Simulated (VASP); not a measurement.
Ti, 4 atoms in the cell. It takes space group Cmce (No. 64, orthorhombic). Conventional cell: a = 5.433 Å, b = 3.591 Å, c = 7.323 Å, α = 90.00°, β = 90.00°, γ = 90.00°. Ti (site symmetry m) has 1 Ti at 2.02 Å as nearest neighbours. The cell was built by a generator and needn't be a form met in nature.

```yaml
Program: VASP 6.6.1
Task: single point
Functional: PBE
Potentials_or_basis: VASP PAW PBE potentials, release 64 (Ti_sv)
Cutoff: 520 eV
k_mesh: 6 × 6 × 4
Occupations: gaussian, width 0.1 eV
Spin: no spin polarisation
Dipole_correction: no
Further_INCAR_settings: ALGO = Normal; EDIFF = 1e-07; NBANDS = 32
```

Potentials or basis: VASP PAW PBE potentials, release 64 (Ti_sv).

Run with:

```console
$ cat potpaw_PBE.64/Ti_sv/POTCAR > POTCAR
$ mpirun -np 1 vasp_std > vasp.out
```

Hardware: 1 thread of Intel(R) Xeon(R) 6975P-C (Granite Rapids), on a shared host.

**Question.** Estimate the wall time of this run.

**Answer.** Wall time 49 s on 1 thread of Intel(R) Xeon(R) 6975P-C (Granite Rapids), on a shared host, peak memory 0.2 GiB. Counts: scf iterations 17, k points 39.
